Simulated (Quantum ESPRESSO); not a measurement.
Here is a Quantum ESPRESSO 7.5 calculation.

pw.in

```
&CONTROL
  calculation = 'scf'
  prefix = 'pwscf'
  outdir = './tmp'
  pseudo_dir = './pseudo'
  tprnfor = .true.
  tstress = .true.
  disk_io = 'nowf'
/
&SYSTEM
  ibrav = 0
  nat = 4
  ntyp = 2
  ecutwfc = 70
  ecutrho = 560
  nbnd = 26
  occupations = 'smearing'
  smearing = 'fd'
  degauss = 0.00367493
/
&ELECTRONS
  conv_thr = 8d-10
  electron_maxstep = 120
  mixing_beta = 0.5
/
ATOMIC_SPECIES
Ga    69.7230 Ga.pbe-dn-kjpaw_psl.1.0.0.UPF
N     14.0070 N.pbe-n-radius_5.UPF
CELL_PARAMETERS angstrom
   3.1800000000    0.0000000000    0.0000000000
  -1.5900000000    2.7539607840    0.0000000000
   0.0000000000    0.0000000000    5.1660000000
ATOMIC_POSITIONS crystal
Ga     0.6779320000    0.3377420000    0.4989470000
Ga     0.3459920000    0.6697240000    0.0105920000
N      0.6702470000    0.3425430000    0.8761860000
N      0.3341970000    0.6529300000    0.3742130000
K_POINTS automatic
10 10 5 0 0 0
```

Potentials or basis: SSSP 1.3 efficiency PBE.

Run with:

```console
$ OMP_NUM_THREADS=1 pw.x -in pw.in > pw.out
```

**Question.** What does it give for the band gap on the k mesh?

**Answer.** 1.88 eV, direct.

**Question.** Estimate the pressure.

**Answer.** 7.3 GPa.

Forces on the atoms (eV/Å):
```
Ga  -0.088 -0.533  0.503
Ga  -0.456  0.183 -1.463
N    0.498 -0.262  0.202
N    0.046  0.612  0.757
```
